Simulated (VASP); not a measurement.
The system is Si.

```
CELL_PARAMETERS angstrom
4.12095 0.00000 0.00000
-2.06047 3.56885 0.00000
0.00000 0.00000 2.65479
ATOMIC_POSITIONS crystal
Si 0.33333 0.66667 0.50000
Si 0.66667 0.33333 0.50000
```

The cell was built by a generator and needn't be a form met in nature.

- Program: VASP 6.6.1
- Task: relaxation of cell and atoms
- Functional: PBE
- Dispersion: D3(BJ)
- Potentials or basis: VASP PAW PBE potentials, release 64 (Si)
- Cutoff: 600 eV
- k mesh: 8 × 8 × 10
- Occupations: fermi-dirac, width 0.05 eV
- Spin: no spin polarisation

At the start: pressure -2.8 GPa; volume 19.52 Å³/atom.

**Question.** How do energy, volume and symmetry change on relaxing?

**Answer.** Over 6 steps the energy falls by 5.9 meV/atom and the volume is 18.88 Å³/atom (-3.3 %); space group P6/mmm (No. 191, to 0.05 Å).

The path:
```csv
step,energy change (eV),largest force (eV/Å),pressure (GPa),volume (Å³)
1,0.0000,0.0005,-2.77,39.04
2,-0.0092,0.0004,1.41,37.17
3,-0.0117,0.0001,0.02,37.74
4,-0.0117,0.0001,-0.04,37.77
5,-0.0117,0.0001,-0.06,37.77
6,-0.0117,0.0001,-0.05,37.77
```

Final structure:
```
CELL_PARAMETERS angstrom
4.07966 0.00004 0.00000
-2.03979 3.53311 0.00000
0.00000 0.00000 2.62026
ATOMIC_POSITIONS crystal
Si 0.33333 0.66667 0.50000
Si 0.66667 0.33333 0.50000
```

Caveat: pairwise dispersion overbinds metals, which lowers pressure and volume.
